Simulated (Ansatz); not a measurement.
**Ansatz 0.2.0, settings compared: ZrTlSe2**

The input file (Ansatz 0.2.0, plane waves):

```yaml
crystal:
  lattice:
    - [0.0, 6.175528, 0.0]
    - [6.175528, 0.0, 0.0]
    - [3.087764, 3.087764, -5.916947]
  atoms:
    - { symbol: Zr, position: [0.5, 0.5, 0.0] }
    - { symbol: Zr, position: [0.25, 0.75, 0.5] }
    - { symbol: Tl, position: [0.0, 0.0, 0.0] }
    - { symbol: Tl, position: [0.75, 0.25, 0.5] }
    - { symbol: Se, position: [0.375, 0.375, 0.75] }
    - { symbol: Se, position: [0.625, 0.125, 0.25] }
    - { symbol: Se, position: [0.875, 0.875, 0.75] }
    - { symbol: Se, position: [0.125, 0.625, 0.25] }
  symmetry: { tolerance: 0.0003 }
kpoints:
  mp_grid: { grid: [4, 4, 4], shift: [0, 0, 0] }
magnetization:
  spin_polarized: false
scf:
  occupations: { method: fermi_dirac, width: 0.013 }
hamiltonian:
  pseudopotentials: { kind: paw }
  xc: lda
basis:
  ecutwfc: 420
output:
  forces: true
  stress: true
  eigenvalues: true
  write_density: true
  write_potential: true
  elf: true
  volumetric_format: npy
```

The command:

```bash
ansatz run input.yaml --threads 1 --pin off --max-ram 2560MiB --backend cpu --events-out ev --progress --plain --runs-dir out
```

Origin of the cell: a known structure type with other elements, at an estimated volume, so it need not be a known compound.

Output of this run (shortened):

```
SCF iter   1: F=—  HF=-51983.353997 eV  Δρ=5.43e-3  dr2=4.83e-2
SCF iter   2: F=—  HF=-51983.345044 eV  Δρ=2.46e-3  dr2=1.58e-2  defer=35
SCF iter   3: F=—  HF=-51983.339899 eV  Δρ=7.40e-4  dr2=1.88e-3  defer=35
SCF iter   4: F=—  HF=-51983.339431 eV  Δρ=2.79e-4  dr2=4.35e-4  defer=35
SCF iter   5: F=—  HF=-51983.339376 eV  Δρ=1.20e-4  dr2=7.46e-5  defer=35
SCF iter   6: F=—  HF=-51983.339235 eV  Δρ=5.28e-5  dr2=1.72e-5  defer=35
SCF iter   7: F=—  HF=-51983.339232 eV  Δρ=1.96e-5  dr2=1.61e-6  defer=35
SCF iter   8: F=-51983.339232 eV  HF=-51983.339232 eV  Δρ=5.12e-6  dr2=8.00e-8
SCF 1 converged in 8 iterations: F = -51983.339232 eV  dr2 = 8.00e-8
SCF converged after 8 iterations
Free energy (F): -51983.339232 eV
Harris-Foulkes:  -51983.339232 eV  (|F-HF|=3.13e-8)
Internal energy: -51983.333063 eV  (E = F + TS)
E sigma→0 (E₀):  -51983.336148 eV
Entropy (-TS):   -0.006169 eV (-0.771 meV/atom)
Fermi energy:    9.320982 eV
--- Per-component energies (eV) ---
  E_band       = -1901.435932
  E_kinetic    = 1819.818273
  E_local      = -14482.728271  (includes V_loc(G=0)·N_el)
  E_nonlocal   = -1542.893855
  E_hartree    = 6615.930871
  E_xc         = -1196.720447
  E_vxc        = -1065.700215  (∫ρ·V_xc dr)
  E_paw        = -32742.100896  (= ΣΔE_a)
  E_vpaw       = 138.209348  (= ΣTr[D̂ρ^β])
  E_aug_tail   = -0.002304  (compensation charges beyond the density's cutoff)
  E_ewald      = -10463.963563
  E_core_change = 9.327129  (= ΣΔE_core)
  E_smearing   = -0.006169  (= −TS)
  Σ components = -51983.339232   (vs F -51983.339232, Δ=0.00e0)
--- Forces (eV/Å), atoms counted from 1 ---
  atom   1  Zr     0.000000    -0.000000     0.000000
  atom   2  Zr     0.000000    -0.000000    -0.000000
  atom   3  Tl    -0.000000    -0.000000     0.000000
  atom   4  Tl     0.000000     0.000000     0.000000
  atom   5  Se     2.151412     0.000000     0.000000
  atom   6  Se     0.000000    -2.151412    -0.000000
  atom   7  Se    -2.151412     0.000000    -0.000000
  atom   8  Se     0.000000     2.151412     0.000000
  max |Σ_I F_I| component: 4.44e-16 eV/Å
--- Stress (GPa, compression-positive) ---
        4.652445       0.000000       0.000000
        0.000000       4.652445       0.000000
        0.000000       0.000000       3.034734
  P = ⅓ Tr σ = 4.1132 GPa (41.132 kbar)
```

The same input was run again with these changes:

1. `basis.ecutwfc` 420 → "44.1 Ry"; `magnetization` { spin_polarized: false } → { spin_polarized: true } (starts: random); typed moments: Zr1 -2, Zr2 1, Tl3 1, Tl4 -0.5, Se5 4, Se6 -4, Se7 -0.5, Se8 -0.5
2. `scf.algorithm` default → density_mixing
3. `scf.n_extra_bands` default → 32; `scf.eigensolver.kind` default → davidson; `scf.mixing.preconditioner` default → resta
4. `scf.lower_state_search` default → light; `scf.occupations.method` fermi_dirac → cold; `scf.occupations.width` 0.013 → 0.01

| run | end | SCF iterations | P (GPa) | max force component (eV/Å) | moment (μB) | ΔE(σ→0) (meV/atom) |
| --- | --- | --- | --- | --- | --- | --- |
| base | converged | 8 | 4.11 | 2.151 | – | 0 |
| 1 | converged | 15 | 4.11 | 2.151 | 0.12 | -1.05 |
| 2 | converged | 8 | 4.11 | 2.151 | – | 0.00 |
| 3 | converged | 8 | 4.11 | 2.151 | – | 0.00 |
| 4 | converged | 11 | 4.11 | 2.154 | – | 0.22 |

Energies are compared only where functional, datasets, charge and starting cell are the same.

Caveats of the base run: no moments, though an odd count or open d shells may carry them; no spin-orbit coupling, though heavy elements are present.

Run 1: a starting moment was lost; typed moments were cut to what the open shells hold.

The base run took 17 s on 1 thread of Intel(R) Xeon(R) Platinum 8375C CPU @ 2.90GHz (Ice Lake) (shared host), peak memory 0.55 GiB, from the program's own first density.
